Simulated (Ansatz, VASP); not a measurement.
One calculation of AlN, two programs

The input INCAR:

```
  PREC = Accurate
  ENCUT = 520
  EDIFF = 1E-6
  ISMEAR = 0
  SIGMA = 0.05
  LREAL = False
  LASPH = True
  NELM = 60
  ALGO = Normal
  ISIF = 2
  LWAVE = False
  LCHARG = False
  GGA = PE
  NBANDS = 16
```

KPOINTS

```
regular mesh
0
Gamma
  9 9 6
```

POSCAR

```
AlN
1.0
    3.2306000000      0.0000000000      0.0000000000
   -1.6153000000      2.7977816695      0.0000000000
    0.0000000000      0.0000000000      4.1875902404
Al N
2 2
Direct
    0.3333333333      0.6666666667      0.7500000000
    0.6666666667      0.3333333333      0.2500000000
    0.3333333333      0.6666666667      0.2500000000
    0.6666666667      0.3333333333      0.7500000000
```

Input for Ansatz:

```yaml
crystal:
  lattice:
    - [3.2306, 0.0, 0.0]
    - [-1.6153, 2.7977816695, 0.0]
    - [0.0, 0.0, 4.1875902404]
  atoms:
    - { symbol: Al, position: [0.3333333333, 0.6666666667, 0.75] }
    - { symbol: Al, position: [0.6666666667, 0.3333333333, 0.25] }
    - { symbol: "N", position: [0.3333333333, 0.6666666667, 0.25] }
    - { symbol: "N", position: [0.6666666667, 0.3333333333, 0.75] }
basis:
  ecutwfc: 520.0
kpoints:
  mp_grid: { grid: [9, 9, 6] }
hamiltonian:
  xc: pbe
  pseudopotentials: { kind: paw, azcp: { folder: soft_1 } }
scf:
  occupations: { method: gaussian, width: 0.05 }
output:
  forces: true
  stress: true
  eigenvalues: true
```

Alike in both runs: task single point; functional PBE; k mesh 9 × 9 × 6; occupations gaussian, width 0.05 eV; no spin polarisation.

|  | VASP | Ansatz |
| --- | --- | --- |
| version | VASP 6.6.1 | Ansatz 0.2.0 |
| potentials or method | VASP PAW PBE potentials, release 64 (Al, N) | scalar-relativistic, plane waves, PAW |
| plane-wave cutoff (eV) | 520 | 520 |
| valence electrons in the cell | 16 | 16 |

Ansatz gave:

| Quantity | Value |
| --- | --- |
| gap on the k mesh at the Fermi level (eV) | 3.58 |
| least direct gap on the mesh (eV) | 3.58 |
| pressure (GPa) | 12.6 |
| largest component of the traceless stress (GPa) | 5.68 |

Task: Which values does VASP return?

Result: gap on the k mesh at the Fermi level (eV): 3.59; least direct gap on the mesh (eV): 3.59; pressure (GPa): 12.5; largest component of the traceless stress (GPa): 5.56.

Caveats: an odd mesh through Γ misses points on the zone boundary, where band edges often lie. As with any semilocal functional, this PBE gap is likely too small.
